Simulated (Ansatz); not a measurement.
# Si on Cu(100): change of the work function, part 4 of 4

How does Si on the hollow site change the work function of Cu(100) as the layer fills?

Ansatz 0.2.0; plane-wave DFT, PBE, Ansatz PAW.

So far, work function, upper face (eV): step 2 (the clean slab) 4.57; step 3 (37 atoms, coverage 0.111 ML, cell 3x3) 4.74; step 4 (17 atoms, coverage 0.25 ML, cell 2x2) 4.83.

### Step 5. Adsorbate added, k-mesh 6×6×1, coverage 0.5 ML (continued)

Step by step:

```tsv
step	energy less that of the first step (eV)	largest force component (eV/Å)
1	0.0000	0.8548
2	-0.1160	0.5690
3	-0.1981	0.0669
4	-0.1990	0.0040
```

Forces are held to the 16 operations that the run works with; a distortion that breaks them can't arise in this run.

The atoms that moved most (Å):

```tsv
atom	dx	dy	dz	length
Si18	0.000	0.000	-0.122	0.122
Si17	0.000	0.000	-0.122	0.122
Cu4	0.000	0.000	0.061	0.061
Cu8	0.000	0.000	0.061	0.061
Cu16	0.000	0.000	0.061	0.061
Cu12	0.000	0.000	0.061	0.061
Cu7	0.000	0.000	-0.013	0.013
Cu11	0.000	0.000	-0.013	0.013
```

Final coordinates:

```xyz
18
Lattice="5.1053 0.0000 0.0000 0.0000 5.1053 0.0000 0.0000 0.0000 25.1519" Properties=species:S:1:pos:R:3
Cu    1.2763    1.2763    9.0000
Cu    0.0000    0.0000   10.8050
Cu    1.2763    1.2763   12.6347
Cu    0.0000    0.0000   14.4793
Cu    1.2763    3.8290    9.0000
Cu    0.0000    2.5527   10.8050
Cu    1.2763    3.8290   12.6286
Cu    0.0000    2.5527   14.4793
Cu    3.8290    1.2763    9.0000
Cu    2.5527    0.0000   10.8050
Cu    3.8290    1.2763   12.6286
Cu    2.5527    0.0000   14.4793
Cu    3.8290    3.8290    9.0000
Cu    2.5527    2.5527   10.8050
Cu    3.8290    3.8290   12.6347
Cu    2.5527    2.5527   14.4793
Si    1.2763    1.2763   16.0303
Si    3.8290    3.8290   16.0303
```

The relaxation took 4 steps and lowered the energy by 0.20 eV; the largest force on the free atoms ends at 0.0040 eV/Å.

The covered face has 4.83 eV, +0.26 eV against the clean one; the bare back face has moved by -0.05 eV, a measure of how thin the slab is.

### Step 6. Adsorbate added, k-mesh 12×12×1, coverage 1 ML

System of this step: Si/Cu(100). The cell holds 5 atoms: 4 Cu and 1 Si. Its edges and angles: a = 2.553 Å, b = 2.553 Å, c = 25.152 Å, α = 90.0°, β = 90.0°, γ = 90.0°. Vacuum lies along c.

Another coverage, to see how the dipoles act on each other as their distance changes.

File input.yaml:

```yaml
crystal:
  lattice:
    - [2.5526554801, 0.0, 0.0]
    - [0.0, 2.5526554801, 0.0]
    - [0.0, 0.0, 25.1518907564]
  atoms:
    - { symbol: Cu, position: [0.5, 0.5, 0.3578259816] }
    - { symbol: Cu, position: [0.0, 0.0, 0.4295899702] }
    - { symbol: Cu, position: [0.5, 0.5, 0.5025995848] }
    - { symbol: Cu, position: [0.0, 0.0, 0.5732360044] }
    - { symbol: Si, position: [0.5, 0.5, 0.6421740184] }
kpoints:
  mp_grid: { grid: [12, 12, 1] }
hamiltonian:
  xc: pbe
scf:
  occupations: { method: fermi_dirac, width: 0.1 }
  convergence: { dr2_threshold: 1.0e-08 }
efield:
  axis: 3
  dipole_correction: true
  ramp_position: 0.97
  ramp_width: 0.06
relax:
  f_tol: 0.02
  max_steps: 60
  constraints: [{ sites: [0, 1] }]
output:
  write_potential: true
  write_density: true
  volumetric_format: npy
```

Command:

```sh
$ ansatz run input.yaml --threads 4 --pin off --max-ram 16384MiB --backend cpu --events-out ev --progress --plain --runs-dir out
```

Numbers of over 12 decimals in the logs are rounded to 6 here.

Output:

```text
[...]
Crystal: 5 atoms, lattice volume = 163.891 Å³
Basis set: ecut = 420 eV, 3217 PW (Γ), exchange–correlation on 36×36×360 points (8 copies of the dense FFT grid, shifted against one another)
Bands: 48, of which v1, the nominal top of the filled ones, is band 40 counted from 1 (39 counted from 0)
Symmetry: 8 space group operations
[...]
--- Relaxed structure (4 steps of the walk, 4 accepted, 0 SCFs on fresh bases) ---
  F+E_penalty+E_count = -27135.45878790 eV   max|allowed force component| = 9.401e-3 eV/Å
  atoms:
    - { symbol: Cu, position: [0.5, 0.5, 0.357826] }
    - { symbol: Cu, position: [0.0, 0.0, 0.429590] }
    - { symbol: Cu, position: [0.5, 0.5, 0.502315] }
    - { symbol: Cu, position: [0, 0.0, 0.576486] }
    - { symbol: Si, position: [0.5, 0.5, 0.651561] }
[key lines of the parts left out:]
SCF converged after 8 iterations
Free energy (F): -27135.458788 eV
Fermi energy:    2.858611 eV
Dipole field:    D = -0.010262 V/Å  (p = -0.009295 e·Å, saw-weighted, corrected)
Work function:   Φ+ = 4.8223 eV   Φ− = 4.5642 eV
```

Wall time 40 s (4 threads of Intel Xeon Platinum 8259CL at 2.50GHz (Skylake/Cascade Lake), shared host); peak memory 0.63 GiB; 2.3 min of CPU time.

Step by step:

```tsv
step	energy less that of the first step (eV)	largest force component (eV/Å)
1	0.0000	0.6830
2	-0.0427	0.4100
3	-0.0682	0.0270
4	-0.0683	0.0094
```

The run keeps the 8 symmetry operations that it works with, so distortions that break them were not tested.

The atoms that moved most (Å):

```tsv
atom	dx	dy	dz	length
Si5	0.000	0.000	0.236	0.236
Cu4	0.000	0.000	0.082	0.082
Cu3	0.000	0.000	-0.007	0.007
```

The relaxed structure:

```cif
data_structure
_symmetry_space_group_name_H-M 'P 1'
_symmetry_Int_Tables_number 1
_cell_length_a 2.5527
_cell_length_b 2.5527
_cell_length_c 25.1519
_cell_angle_alpha 90.000
_cell_angle_beta 90.000
_cell_angle_gamma 90.000
_cell_volume 163.89
loop_
_atom_site_label
_atom_site_type_symbol
_atom_site_fract_x
_atom_site_fract_y
_atom_site_fract_z
_atom_site_occupancy
Cu1 Cu 0.50000 0.50000 0.35783 1
Cu2 Cu 0.00000 0.00000 0.42959 1
Cu3 Cu 0.50000 0.50000 0.50232 1
Cu4 Cu 0.00000 0.00000 0.57649 1
Si5 Si 0.50000 0.50000 0.65156 1
```

The relaxation took 4 steps and lowered the energy by 0.068 eV; the largest force on the free atoms ends at 0.0094 eV/Å.

The covered face has 4.82 eV, +0.25 eV against the clean one; the bare back face has moved by -0.02 eV, a measure of how thin the slab is.

### Step 7. Work function against coverage

This step: plane-wave DFT, PBE, Ansatz PAW; work function against coverage (Ansatz 0.2.0).

The runs are now put side by side.

Numbers from this step:

```yaml
work_function_of_the_clean_face: 4.571 eV
largest_change_of_the_work_function: 0.2565 eV
```

The work function of the covered face by coverage:

```tsv
coverage (adsorbates/nm²)	work function of the covered face (eV)
0.00	4.57
1.71	4.74
3.84	4.83
7.67	4.83
15.35	4.82
```

The dipole per adsorbate comes from the change of the cell's dipole. Coverage, by row:

```tsv
coverage (1/nm²)	coverage (ML)	work function (eV)	change (eV)	dipole per adsorbate, positive end outwards (debye)	mean height of the added atoms over the highest substrate atom (Å)
1.705	0.1111	4.735	0.1648	-0.352	1.352
3.837	0.25	4.826	0.2554	-0.239	1.373
7.673	0.5	4.827	0.2565	-0.106	1.551
15.35	1	4.822	0.2516	-0.047	1.888
```

### Step 8. Outcome

```
work function of the clean face                        : 4.57 eV
work function at 0.11 ML                               : 4.74 eV
work function at 0.25 ML                               : 4.83 eV
work function at 0.5 ML                                : 4.83 eV
work function at 1 ML                                  : 4.82 eV
dipole per adsorbate at 0.11 ML, positive end outwards : -0.35 D
```

In words: Si raises the work function of Cu(100) at the lowest coverage, by 0.16 eV: the adsorbate layer has its negative end outwards. The dipole per adsorbate falls from 0.35 to 0.05 D as the layer fills. Neighbouring dipoles depolarise each other, and heights and bonding change with coverage too. The slab has 4 layers, at the tabulated experimental lattice constant, one starting site was run, and quantum-size effects of a slab this thin can reach one or two tenths of an eV.

[Logs are printed without paths, hosts, clocks, repeated set-up lines and the standing remarks that a program may print on its own settings, such as how far it seeks lower states.]

[Hosts, paths, dates, database ids (printed as entryN), source tags and the programs' standing remarks are cut or masked in the printed files.]

[Maps of the electrostatic potential energy from Ansatz leave out the sawtooth potential of an applied field or a dipole correction, so their vacuum need not be flat; planar profiles and work functions include it.]
